**Germanium under shear and stretch: a search for a break**

No entry of this PBE energy map of diamond-structure germanium leaves a smooth curve by more than the rounding, although the runs warn that the band gap closes on part of the map. The picture that fails is the simplest one, in which the separate costs of the two strains add. It fails gradually, by about 8 % of the shear cost at the corners.

Ansatz 0.2.0, scalar-relativistic PBE with PAW and a 420 eV plane-wave cutoff, for diamond-structure Ge; 14×14×14 k mesh, Gaussian smearing of 0.15 eV, no spin polarization. The first strain is the engineering shear xy, the second the normal strain along z. Fractional coordinates are held fixed, and free energies are relative to the relaxed crystal.

| second strain | free energy change at first strain -0.08 (meV an atom) | free energy change at first strain -0.06 (meV an atom) | free energy change at first strain -0.02 (meV an atom) | free energy change at first strain 0.02 (meV an atom) | free energy change at first strain 0.04 (meV an atom) | free energy change at first strain 0.06 (meV an atom) | free energy change at first strain 0.08 (meV an atom) |
| --- | --- | --- | --- | --- | --- | --- | --- |
| -0.04000 | 50.5 | 34.0 | 15.3 | 15.3 | 22.3 | 34.0 | 50.5 |
| -0.03000 | 44.1 | 27.9 | 9.5 | 9.5 | 16.4 | 27.9 | 44.1 |
| -0.02000 | 39.3 | 23.4 | 5.4 | 5.4 | 12.2 | 23.4 | 39.3 |
| -0.01000 | 36.2 | 20.6 | 3.0 | 3.0 | 9.6 | 20.6 | 36.2 |
| 0.00000 | 34.6 | 19.4 | 2.1 | 2.1 | 8.6 | 19.4 | 34.6 |
| 0.01000 | 34.6 | 19.7 | 2.8 | 2.8 | 9.1 | 19.7 | 34.6 |
| 0.02000 | 36.1 | 21.5 | 5.0 | 5.0 | 11.2 | 21.5 | 36.1 |
| 0.03000 | 39.1 | 24.8 | 8.6 | 8.6 | 14.7 | 24.8 | 39.1 |
| 0.04000 | 43.5 | 29.4 | 13.6 | 13.6 | 19.5 | 29.4 | 43.5 |

The first strain, $\gamma$, is the engineering shear in the $xy$ plane, and the second, $\varepsilon$, is the normal strain along the cube axis $z$ with the lateral edges held fixed. Energies are free energies per atom above the relaxed crystal, and the atoms keep their fractional positions. The columns at positive shear are symmetry copies of those at negative shear, so their equality is exact and checks nothing.

**The test**

The smooth model has no adjustable constant: each of the five inner rows is predicted by the cubic through its two neighbours on either side, for all four sizes of shear. The predicted row does not enter its own prediction. For $\varepsilon = 0$ and $|\gamma| = 0.08$:

$$E_{\rm pred}=\frac{-39.3+4(36.2)+4(34.6)-36.1}{6}=34.63\ \text{meV},$$

against a tabulated 34.6. The analysis printed after this page lists every miss.

The worst miss is 0.05 meV an atom, where rounding alone could produce 0.13. The finer energies of the same runs tighten this to 0.003 meV, a few times their own rounding; numerical noise of basis and mesh is my guess for that remainder, untested. The test has two blind spots. The outermost rows enter with weight one sixth, so a jump there below about 0.8 meV would hide in the rounded values, though the finer energies bring that limit down to about 0.02 meV. A change spread over many rows is absorbed by the cubic.

**The one entry that looks odd**

At the largest shear the energy is 34.6 meV both at $\varepsilon = 0$ and at $\varepsilon = 0.01$, as if stretching were free. Two smooth contributions cancel there. Without shear this stretch costs 0.73 meV, while the cost of the shear drops by 0.72 meV over the same step. The tie therefore marks a minimum that has moved halfway between the two rows.

**What symmetry allows**

A quarter turn about $z$, which the diamond lattice permits as a screw operation, reverses $\gamma$ and leaves $\varepsilon$ alone. Only even powers of $\gamma$ can then appear, the mixed quadratic term $\gamma\varepsilon$ vanishes, and the two strains first meet at third order. Per unit volume,

$$E \approx \tfrac12 C_{44}\gamma^2+\tfrac12 C_{11}\varepsilon^2+a\,\varepsilon^3+b\,\varepsilon\gamma^2 .$$

Setting $\partial E/\partial\varepsilon=0$ near $\varepsilon=0$ gives $\varepsilon_{\min}\approx -b\gamma^2/C_{11}$. The quantity $-b\gamma^2$ is the outward push along $z$ that a sheared cell exerts on whatever holds its height fixed.

The numbers follow these powers closely. The cost of shear grows with an exponent between 2.006 and 2.010 in all nine rows, and the shear-induced push with exponent 2.02. At the largest shear the computed push divided by the curvature along $z$ gives

$$\varepsilon_{\min}=\frac{0.507\ \text{GPa}}{103.9\ \text{GPa}}=0.0049,$$

which is the halfway point that the tie requires. The square law also places an untabulated case: a shear of 0.05 should move the minimum by about $0.0049\,(5/8)^2\approx0.002$.

The four-term form shows its limit on the stretched side. A pure $\varepsilon\gamma^2$ term would change the cost of the largest shear equally in both directions, whereas it rises by 2.94 meV at the most compressed row and falls by 2.76 meV at the most stretched one. That difference comes from terms of higher order, and it builds up steadily from row to row.

**Why shear pushes the crystal taller**

Each atom has four bonds along cube diagonals, two pointing up and two pointing down, all with the same length of projection on $z$. The shear lengthens one pair and shortens the other by about $\gamma/3$, which is 2.7 % at the largest shear. The stress along $z$ sums the four bond forces, so at first order in $\gamma$ the pull of the long pair and the push of the short pair cancel. A real covalent bond resists compression more than extension, because overlap repulsion rises steeply at short range while the binding weakens at long range. The short pair therefore wins by an amount proportional to $\gamma^2$, and the cell presses outward.

The same asymmetry works in reverse. Stretching along $z$ lengthens all four bonds and moves them to the softer part of their curve, so that shear becomes cheaper: the largest shear costs 37.56 meV at the compressed end and 31.87 meV at the stretched end. The crystal softens on stretching even without shear: the curvature along $z$ falls at every step, from 113 to 92 GPa. The signs and powers are results; assigning them to bond anharmonicity is an argument, and it accounts for the sign of the effect but not for its size. Bond tilting and angular forces enter at the same order, and their share is not separated here.

One purely geometric contribution can be bounded. If the cell is deformed by one plus the strain tensor, which I assume, the shear shrinks the $xy$ area by $\gamma^2/4$, and this squeezes the crystal outward by $C_{12}\gamma^2/4$. A stable cubic crystal has $C_{12}<C_{11}$, so this part stays below 0.165 GPa, about a third of the 0.487 GPa that the shear adds to the 0.020 GPa already present without it. Another definition of finite strain can change the size and even the sign of this part, so the bound belongs to one convention, and only the total $b$, near $-75$ GPa, is a result.

**Why nothing breaks**

Across the map no bond changes by more than 4 %, and the atoms stay fourfold coordinated. The same bonds hold the crystal at every point and deform continuously, so a short power series describes the energy well. Part of the smoothness is imposed: with fixed fractional positions no internal rearrangement can occur.

That constraint matters for shear. On a single atom the long pair pulls one way along $z$ and the short pair, pointing the opposite way, pushes in that same direction, so a net force linear in $\gamma$ is left unrelieved. The shear energies are therefore upper bounds on those with relaxed atoms, and the 72 GPa from the curvature is the clamped-ion $C_{44}$, stiffer than the relaxed one. Relaxation would also alter the push along $z$, and with it $b$ and the shift of the minimum, because the energy it releases grows as $\gamma^2$ and can vary with $\varepsilon$. Whether a relaxed crystal would grow taller under shear, and by how much, is not shown here. Pure $z$ strain produces no such force, and its 103 GPa is $C_{11}$, which differs from Young's modulus because the sides are held. The PBE cube edge is slightly longer than the measured one, and an expanded lattice goes with softer constants.

The closing gap is the natural place for a kink, and theory suggests why none shows. When valence and conduction bands first overlap, only a few states near the band edges change occupation, each by a small energy, so the total energy departs slowly from its insulating course. The 0.15 eV smearing spreads that onset over a range of strain and may hide it altogether; this is an effect of the settings that has not been tested by varying them. PBE is known to close or nearly close the gap of germanium, and spin-orbit coupling, which shifts these band edges, is left out. The warning is thus no evidence that real germanium turns metallic at these strains.

A break should be sought where one of these conditions ends. A narrower smearing on a denser mesh would sharpen any band-overlap feature. An elastic instability would announce itself by a curvature that approaches zero, and along $z$ the lowest value here is still about nine tenths of $C_{11}$. For these two strains, within the mapped range and with the atoms held at their fractional positions, adding the separate costs serves to about 8 % of the shear cost, and the $\varepsilon\gamma^2$ term removes most of that error.

The analysis program printed:

```
largest +/- shear difference (symmetry copies): 0.0 meV/atom
largest gap, table vs finer energies: 0.048 meV/atom
miss of cubic through 4 neighbours, z = -0.02..0.02, meV/atom
 rounding of table allows max 0.133, rms 0.040
 table, shear 0.02: -0.033 0.050 -0.033 -0.000 0.017
 table, shear 0.04: 0.017 -0.017 0.033 -0.050 0.017
 table, shear 0.06: -0.033 0.000 0.017 0.000 -0.033
 table, shear 0.08: -0.050 0.050 -0.033 0.017 -0.017
 finer, shear 0.00: -0.0010 0.0005 -0.0015 0.0005 0.0001
 finer, shear 0.02: -0.0029 0.0018 -0.0016 0.0007 -0.0003
 finer, shear 0.04: -0.0013 -0.0001 -0.0001 -0.0001 -0.0003
 finer, shear 0.06: -0.0015 0.0005 -0.0002 -0.0002 -0.0002
 finer, shear 0.08: -0.0012 0.0012 -0.0018 0.0018 -0.0019
 finer: largest miss 0.0029; their rounding allows about 0.001
z strain: -0.04 -0.03 -0.02 -0.01 0.00 0.01 0.02 0.03 0.04
zero shear energy, meV/atom: 12.97 7.24 3.21 0.81 0.00 0.73 2.94 6.58 11.59
table E(0.08)-E(0.02), meV/atom: 35.2 34.6 33.9 33.2 32.5 31.8 31.1 30.5 29.9
cost of shear 0.08, meV/atom: 37.56 36.83 36.09 35.36 34.63 33.91 33.20 32.52 31.87
miss of additive bowl at shear 0.08, meV/atom: 2.94 2.20 1.47 0.73 0.00 -0.72 -1.43 -2.11 -2.76
same in per cent: 8.5 6.4 4.2 2.1 0.0 -2.1 -4.1 -6.1 -8.0
d ln(shear cost)/dz, end to end, shear .02-.08: -1.98 -2.02 -2.05 -2.06
shear cost ratios at z=0 (ideal 1 4 9 16): 1.00 4.01 9.05 16.16
power of shear, 0.02 to 0.08, by row: 2.010 2.009 2.009 2.008 2.007 2.007 2.008 2.007 2.006
z curvature GPa, z=-0.03..0.03, shear 0: 113.2 110.0 106.5 103.2 99.3 95.6 91.9
z curvature GPa, z=-0.03..0.03, shear 0.08: 113.1 110.2 106.8 103.9 100.2 97.3 93.6
C11 103.2 GPa; clamped-ion C44 71.8 GPa
E(z=-0.04)-E(z=+0.04), shear 0-0.08, meV/atom: 1.38 1.72 2.77 4.55 7.08
 excess over zero shear, ratios: 1.00 4.09 9.34 16.76
z slope at z=0, eV/cell, from energies: -0.0058 -0.0149 -0.0418 -0.0874 -0.1511
z slope at z=0, eV/cell, from stress:   -0.0060 -0.0148 -0.0419 -0.0874 -0.1513
outward push along z, GPa, shear 0-0.08: 0.020 0.050 0.141 0.293 0.507
 shear-induced part GPa: 0.030 0.120 0.273 0.487 | ratios 1.00 4.06 9.21 16.42
 power of shear 2.019; coupling b in b*z*shear^2, GPa: -74.2 -75.3 -75.9 -76.1
minimum along z (push/curvature), shear 0-0.08: 0.0002 0.0005 0.0014 0.0028 0.0049
finer E(z=0.01)-E(z=0) at shear 0.08: 0.011 meV/atom
area loss at shear 0.08: 0.16 %; push from it below 0.165 GPa, 34 % of induced part
bond change % at z=-0.04 (short pair, no shear, long pair): -4.00 -1.32 1.40
bond change % at z=+0.00 (short pair, no shear, long pair): -2.65 0.00 2.68
bond change % at z=+0.04 (short pair, no shear, long pair): -1.26 1.35 4.00
```
